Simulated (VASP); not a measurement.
# SnS2 (Berndtite-2T) (P-3m1) in VASP: further runs, part 2 of 2

VASP 6.6.1. Earlier steps stand in the parts before.

## (4) Band structure, PBE0

File POSCAR:

```
SnS2                                    
1.0
    3.6670894067     -0.0000000000      0.0000000000
   -1.8335447033      3.1757925842      0.0000000000
   -0.0000000000     -0.0000000000      5.8110412395
  Sn              S             
     1     2
Direct
     1.0000000000000000    0.0000000000000000    0.0000000000000000
     0.3333333332999970    0.6666666667000030    0.2543524669089092
     0.6666666667000030    0.3333333332999970    0.7456475330910908
```

File INCAR.step1:

```
SYSTEM = SnS2
ALGO = Normal
EDIFF = 1E-5
ENCUT = 520
GGA = PE
ISIF = 2
ISMEAR = 0
KPAR = 4
LASPH = .True.
LCHARG = .False.
LREAL = .False.
LWAVE = .True.
NBANDS = 20
NELM = 80
PREC = Accurate
SIGMA = 0.03
```

File INCAR.step2:

```
SYSTEM = SnS2
AEXX = 0.25
ALGO = Normal
EDIFF = 1E-6
ENCUT = 520
GGA = PE
HFRCUT = -1
ISIF = 2
ISMEAR = 0
ISTART = 1
KPAR = 4
LASPH = .True.
LCHARG = .False.
LHFCALC = .True.
LREAL = .False.
LWAVE = .False.
NBANDS = 20
NELM = 80
PREC = Accurate
PRECFOCK = Fast
SIGMA = 0.03
```

File KPOINTS:

```
k-points
0
Gamma
  6 6 3
  0 0 0
```

File KPOINTS_OPT:

```
explicit points
6
Reciprocal
 0.0000000000  0.0000000000  0.0000000000 1
 0.0000000000  0.0000000000  0.5000000000 1
 0.3333333333  0.3333333333  0.5000000000 1
 0.3333333333  0.3333333333  0.0000000000 1
 0.5000000000  0.0000000000  0.5000000000 1
 0.5000000000  0.0000000000  0.0000000000 1
```

Potentials or basis: VASP PAW PBE potentials, release 64 (Sn_d, S).

Started as:

```console
cat potpaw_PBE.64/Sn_d/POTCAR potpaw_PBE.64/S/POTCAR > POTCAR
cp INCAR.step1 INCAR
mpirun -np 4 vasp_std > vasp.out
cp INCAR.step2 INCAR
mpirun -np 4 vasp_std > vasp.out
```

OUTCAR:

```text
SYSTEM = SnS2
   AEXX = 0.25
   EDIFF = 1E-6
   ENCUT = 520
   GGA = PE
   ISIF = 2
   ISMEAR = 0
   ISTART = 1
   LASPH = .True.
   LHFCALC = .True.
   LREAL = .False.
   NELM = 80
   PREC = Accurate
   PRECFOCK = Fast

 ion  position               nearest neighbor table
   1  0.000  0.000  0.000-   2 2.58   3 2.58   3 2.58   2 2.58   3 2.58   2 2.58
   2  0.333  0.667  0.254-   1 2.58   1 2.58   1 2.58
   3  0.667  0.333  0.746-   1 2.58   1 2.58   1 2.58

  LATTYP: Found a hexagonal cell.
 ALAT       =     3.6670894067
 C/A-ratio  =     1.5846467307

  Lattice vectors:

 A1 = (   3.6670894067,   0.0000000000,   0.0000000000)
 A2 = (  -1.8335447033,   3.1757925842,   0.0000000000)
 A3 = (   0.0000000000,   0.0000000000,   5.8110412395)

Analysis of symmetry for initial positions (statically):
=====================================================================
 Subroutine PRICEL returns:
 Original cell was already a primitive cell.

 Routine SETGRP: Setting up the symmetry group for a
 hexagonal supercell.

 Subroutine GETGRP returns: Found 12 space group operations
 (whereof 12 operations were pure point group operations)
[... 165 lines left out ...]

  energy without entropy =      -17.69588630  energy(sigma->0) =      -17.69588630

 E-fermi :   3.9670     XC(G=0):  -7.6342

 val. band max:        3.8076875055   @ k =   0.0000   0.0000   0.0000
 cond. band min:       6.6967062869   @ k =   0.5000   0.0000   0.3333
 fundamental gap:      2.8890187814
 Fermi energy:         3.9669517051

 k-point     1 :       0.0000    0.0000    0.0000
  band No.  band energies     occupation
      1     -19.1941      2.00000
      2     -19.1941      2.00000
      3     -19.1339      2.00000
      4     -19.1097      2.00000
      5     -19.1097      2.00000
      6     -11.3958      2.00000
[... 380 lines left out ...]
     19      15.2074      0.00000
     20      15.2074      0.00000

------------------------ aborting loop because EDIFF is reached ----------------------------------------

  FORCE on cell =-STRESS in cart. coord.  units (eV):
  Direction    XX          YY          ZZ          XY          YZ          ZX
  --------------------------------------------------------------------------------------
  -------------------------------------------------------------------------------------
  Total       -0.4616639     -0.4616639     -0.4976048     -0.0000000     -0.0000000     -0.0000000
  in kB      -10.9297165    -10.9297165    -11.7806034     -0.0000000     -0.0000000     -0.0000000
  external PRESSURE =     -11.2133455 kB  Pullay stress =       0.0000000 kB

 VOLUME and BASIS-vectors are now :
 -----------------------------------------------------------------------------
  energy-cutoff  :      520.00
  volume of cell :       67.67
      direct lattice vectors                 reciprocal lattice vectors
     3.667089407  0.000000000  0.000000000     0.272695833  0.157441013  0.000000000
    -1.833544703  3.175792584  0.000000000     0.000000000  0.314882025  0.000000000
     0.000000000  0.000000000  5.811041239     0.000000000  0.000000000  0.172086199

 POSITION                                       TOTAL-FORCE (eV/Angst)
 -----------------------------------------------------------------------------------
      0.00000      0.00000      0.00000         0.000000      0.000000     -0.000000
     -0.00000      2.11720      1.47805        -0.000000      0.000000     -0.541625
      1.83354      1.05860      4.33299         0.000000     -0.000000      0.541625
 -----------------------------------------------------------------------------------
    total drift:                                0.000001     -0.000000     -0.000000

  FREE ENERGIE OF THE ION-ELECTRON SYSTEM (eV)
  ---------------------------------------------------
  free  energy   TOTEN  =       -17.6958862955 eV

  energy  without entropy=      -17.6958862955  energy(sigma->0) =      -17.69588630
```

Wall time 6.4 min (4 MPI ranks of Intel Xeon Platinum 8488C (Sapphire Rapids), shared host); peak memory 0.25 GiB.

Results:

| Quantity | Value |
| --- | --- |
| Free energy | -17.6959 eV |
| Pressure | -1.1 GPa |
| Largest force | 0.542 eV/Å |
| Band gap on the k mesh | 2.89 eV, indirect (least direct gap 3.40 eV) |
| Band gap along the path | 2.96 eV, indirect (least direct gap 3.40 eV) |

Forces in eV/Å, atoms in the order of the input:
```
Sn   0.000  0.000  0.000
S    0.000  0.000 -0.542
S    0.000  0.000  0.542
```

Stress tensor (GPa, compression positive):
```
-1.09  0.00  0.00
 0.00 -1.09  0.00
 0.00  0.00 -1.18
```

Levels at points of the mesh, in eV from the valence-band top:
```csv
k point,band 10,band 11,band 12,band 13,band 14,band 15,band 16,band 17
"(0.00, 0.00, 0.00)",-0.71,-0.42,-0.42,0.00,3.40,5.22,7.20,7.20
"(0.50, 0.00, 0.00)",-3.12,-2.80,-1.20,-0.31,3.20,6.11,7.54,7.85
```

Caveat: the PAW data sets were made with another functional, which shifts forces and pressure a little; spin-orbit coupling is left out, which moves the levels of the heavy elements; this functional lacks dispersion, which binds the layers, so the pressure and a relaxed spacing across them are unreliable.

## (5) Band structure, PBE-EpsX

POSCAR is that of step 4.

File INCAR.step1:

```
SYSTEM = SnS2
ALGO = Normal
EDIFF = 1E-8
ENCUT = 520
GGA = PE
ISIF = 2
ISMEAR = 0
KPAR = 4
LASPH = .True.
LCHARG = .False.
LEPSILON = .True.
LREAL = .False.
LWAVE = .False.
NELM = 80
PREC = Accurate
SIGMA = 0.03
```

File KPOINTS.step1:

```
Automatic mesh
0
G
  9 9 5
  0 0 0
```

File INCAR.step2:

```
SYSTEM = SnS2
ALGO = Normal
EDIFF = 1E-5
ENCUT = 520
GGA = PE
ISIF = 2
ISMEAR = 0
KPAR = 4
LASPH = .True.
LCHARG = .False.
LREAL = .False.
LWAVE = .True.
NBANDS = 20
NELM = 80
PREC = Accurate
SIGMA = 0.03
```

File KPOINTS.step2:

```
k-points
0
Gamma
  6 6 3
  0 0 0
```

File INCAR.step3:

```
SYSTEM = SnS2
AEXX = 0.1241
ALGO = Normal
EDIFF = 1E-6
ENCUT = 520
GGA = PE
HFRCUT = -1
ISIF = 2
ISMEAR = 0
ISTART = 1
KPAR = 4
LASPH = .True.
LCHARG = .False.
LHFCALC = .True.
LREAL = .False.
LWAVE = .False.
NBANDS = 20
NELM = 80
PREC = Accurate
PRECFOCK = Fast
SIGMA = 0.03
```

File KPOINTS.step3:

```
k-points
0
Gamma
  6 6 3
  0 0 0
```

KPOINTS_OPT is that of step 4.

Potentials or basis: VASP PAW PBE potentials, release 64 (Sn_d, S).

Started as:

```console
cat potpaw_PBE.64/Sn_d/POTCAR potpaw_PBE.64/S/POTCAR > POTCAR
cp INCAR.step1 INCAR
cp KPOINTS.step1 KPOINTS
mpirun -np 4 vasp_std > vasp.out
cp INCAR.step2 INCAR
cp KPOINTS.step2 KPOINTS
mpirun -np 4 vasp_std > vasp.out
cp INCAR.step3 INCAR
cp KPOINTS.step3 KPOINTS
mpirun -np 4 vasp_std > vasp.out
```

OUTCAR:

```text
SYSTEM = SnS2
   AEXX = 0.1241
   EDIFF = 1E-6
   ENCUT = 520
   GGA = PE
   ISIF = 2
   ISMEAR = 0
   ISTART = 1
   LASPH = .True.
   LHFCALC = .True.
   LREAL = .False.
   NELM = 80
   PREC = Accurate
   PRECFOCK = Fast

 ion  position               nearest neighbor table
   1  0.000  0.000  0.000-   2 2.58   3 2.58   3 2.58   2 2.58   3 2.58   2 2.58
   2  0.333  0.667  0.254-   1 2.58   1 2.58   1 2.58
   3  0.667  0.333  0.746-   1 2.58   1 2.58   1 2.58

  LATTYP: Found a hexagonal cell.
 ALAT       =     3.6670894067
 C/A-ratio  =     1.5846467307

  Lattice vectors:

 A1 = (   3.6670894067,   0.0000000000,   0.0000000000)
 A2 = (  -1.8335447033,   3.1757925842,   0.0000000000)
 A3 = (   0.0000000000,   0.0000000000,   5.8110412395)

Analysis of symmetry for initial positions (statically):
=====================================================================
 Subroutine PRICEL returns:
 Original cell was already a primitive cell.

 Routine SETGRP: Setting up the symmetry group for a
[... 167 lines left out ...]
  ---------------------------------------------------
  free energy    TOTEN  =       -15.38108628 eV

  energy without entropy =      -15.38108628  energy(sigma->0) =      -15.38108628

 E-fermi :   4.5335     XC(G=0):  -8.6543

 val. band max:        4.3300291897   @ k =   0.0000   0.0000   0.0000
 cond. band min:       6.4062748146   @ k =   0.5000   0.0000   0.3333
 fundamental gap:      2.0762456249
 Fermi energy:         4.5335427418

 k-point     1 :       0.0000    0.0000    0.0000
  band No.  band energies     occupation
      1     -17.6807      2.00000
      2     -17.6807      2.00000
      3     -17.6319      2.00000
      4     -17.6069      2.00000
      5     -17.6069      2.00000
      6     -10.1773      2.00000
[... 380 lines left out ...]
     19      14.7355      0.00000
     20      14.7355      0.00000

------------------------ aborting loop because EDIFF is reached ----------------------------------------

  FORCE on cell =-STRESS in cart. coord.  units (eV):
  Direction    XX          YY          ZZ          XY          YZ          ZX
  --------------------------------------------------------------------------------------
  -------------------------------------------------------------------------------------
  Total        0.2809494      0.2809494      0.2718024      0.0000000      0.0000000     -0.0000000
  in kB        6.6513694      6.6513694      6.4348180      0.0000000      0.0000000     -0.0000000
  external PRESSURE =       6.5791856 kB  Pullay stress =       0.0000000 kB

 VOLUME and BASIS-vectors are now :
 -----------------------------------------------------------------------------
  energy-cutoff  :      520.00
  volume of cell :       67.67
      direct lattice vectors                 reciprocal lattice vectors
     3.667089407  0.000000000  0.000000000     0.272695833  0.157441013  0.000000000
    -1.833544703  3.175792584  0.000000000     0.000000000  0.314882025  0.000000000
     0.000000000  0.000000000  5.811041239     0.000000000  0.000000000  0.172086199

 POSITION                                       TOTAL-FORCE (eV/Angst)
 -----------------------------------------------------------------------------------
      0.00000      0.00000      0.00000         0.000000      0.000000     -0.000000
     -0.00000      2.11720      1.47805         0.000000     -0.000000     -0.288875
      1.83354      1.05860      4.33299        -0.000000      0.000000      0.288875
 -----------------------------------------------------------------------------------
    total drift:                                0.000000     -0.000000      0.000000

  FREE ENERGIE OF THE ION-ELECTRON SYSTEM (eV)
  ---------------------------------------------------
  free  energy   TOTEN  =       -15.3810862814 eV

  energy  without entropy=      -15.3810862814  energy(sigma->0) =      -15.38108628
```

OUTCAR.step1:

```text
SYSTEM = SnS2
   EDIFF = 1E-8
   ENCUT = 520
   GGA = PE
   ISIF = 2
   ISMEAR = 0
   LASPH = .True.
   LEPSILON = .True.
   LREAL = .False.
   NELM = 80
   PREC = Accurate

 ion  position               nearest neighbor table
[... 769 lines left out ...]

 BORN EFFECTIVE CHARGES (including local field effects) (in |e|, cummulative output)
 ---------------------------------------------------------------------------------
 ion    1
    1     4.94137     0.00000     0.00000
    2     0.00000     4.94137     0.00000
    3     0.00000    -0.00000     1.97818
 ion    2
    1    -2.47069    -0.00000    -0.00000
    2    -0.00000    -2.47069     0.00000
    3    -0.00000     0.00000    -0.98909
 ion    3
    1    -2.47069    -0.00000    -0.00000
    2    -0.00000    -2.47069     0.00000
    3    -0.00000     0.00000    -0.98909
```

OUTCAR.step2:

```text
SYSTEM = SnS2
   EDIFF = 1E-5
   ENCUT = 520
   GGA = PE
   ISIF = 2
   ISMEAR = 0
[... 609 lines left out ...]
      0.00000      0.00000      0.00000        -0.000000      0.000000      0.000000
     -0.00000      2.11720      1.47805        -0.000000     -0.000000     -0.030742
      1.83354      1.05860      4.33299         0.000000      0.000000      0.030742
 -----------------------------------------------------------------------------------
    total drift:                                0.000000     -0.000000      0.000000

  FREE ENERGIE OF THE ION-ELECTRON SYSTEM (eV)
  ---------------------------------------------------
  free  energy   TOTEN  =       -13.1436969563 eV

  energy  without entropy=      -13.1436969563  energy(sigma->0) =      -13.14369696
```

It took 8.4 min on 4 MPI ranks of Intel Xeon Platinum 8488C (Sapphire Rapids), shared host; peak memory 0.49 GiB.

Results:

```yaml
Free_energy: -15.3811 eV
Pressure: 0.7 GPa
Largest_force: 0.289 eV/Å
Band_gap_on_the_k_mesh: 2.08 eV, indirect (least direct gap 2.55 eV)
Band_gap_along_the_path: 2.15 eV, indirect (least direct gap 2.55 eV)
```

Forces in eV/Å, atoms in the order of the input:
```
Sn   0.000  0.000  0.000
S    0.000  0.000 -0.289
S    0.000  0.000  0.289
```

Caveat: the PAW data sets were made with another functional, which shifts forces and pressure a little; spin-orbit coupling is left out, which moves the levels of the heavy elements.

## (6) Overview

| level | screening parameter | exchange at q = 0 | share of exact exchange | gap on the mesh (eV) | pressure (GPa) | largest force (eV/Å) |
| --- | --- | --- | --- | --- | --- | --- |
| PBE | - | - | - | 1.31 | 2.5 | 0.03 |
| HSE06 | 0.2 1/A | - | - | 2.19 | -0.9 | 0.53 |
| PBE0 | - | truncated | - | 2.89 | -1.1 | 0.54 |
| PBE-EpsX | - | truncated | 0.1241 | 2.08 | 0.7 | 0.29 |

Alike in all rows: task band structure; potentials or basis VASP PAW PBE potentials, release 64 (Sn_d, S); no spin polarisation; cell as given; k mesh 6 × 6 × 3; cutoff (eV) 520; smearing gaussian 0.03 eV.

On the cell as given the gap runs from 1.31 eV (PBE) to 2.89 eV (PBE0). The pressure there spans -1.1 GPa (PBE0) to 2.5 GPa (PBE); a positive pressure means that this level wants a larger cell, a negative one a smaller.

Caveats: spin-orbit coupling is left out, which moves the levels of the heavy elements; this functional lacks dispersion, which binds the layers, so the pressure and a relaxed spacing across them are unreliable (some runs); the PAW data sets were made with another functional, which shifts forces and pressure a little (some runs).

Total energies depend on the potentials used, so only differences within one code and one set of settings carry meaning.
